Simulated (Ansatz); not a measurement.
Crystal: Sr.

```
Sr
1.0
     4.31000    0.00000    0.00000
    -2.15500    3.73257    0.00000
     0.00000    0.00000    7.05000
Sr
2
Cartesian
  2.1550 1.2442 5.2875
  0.0000 2.4884 1.7625
```

This isn't the form of Sr at room conditions, which is fcc.

```yaml
Program: Ansatz 0.2.0
Task: single point
Functional: PBE
Potentials_or_basis: Ansatz PAW
Cutoff: "420 eV (not typed: the program's choice for these potentials)"
k_mesh: 7 × 7 × 4
Occupations: fermi-dirac, width 0.05 eV
Spin: no spin polarisation
```

On this cell: pressure -0.3 GPa; largest force under 0.003 eV/Å; band gap on the k mesh none (metal or under the smearing width).

The same run follows on a disturbed copy (atoms moved at random, drawn with an rms of 0.05 Å):

```xyz
2
Lattice="4.3100 0.0000 0.0000 -2.1550 3.7326 0.0000 0.0000 0.0000 7.0500" Properties=species:S:1:pos:R:3 pbc="T T T"
Sr    2.1539    1.2419    5.2981
Sr    0.0487    2.5038    1.7043
```

Question: What changes?

Answer: The energy (extrapolated to zero smearing) moves by +1.7 meV/atom; pressure -0.3 GPa; largest force 0.090 eV/Å; band gap on the k mesh none (metal or under the smearing width).

Forces on the atoms (eV/Å):
```
Sr   0.014  0.004 -0.089
Sr  -0.014 -0.004  0.089
```

Stress tensor (GPa, compression positive):
```
-0.43 -0.06 -0.01
-0.06 -0.39  0.00
-0.01  0.00  0.07
```
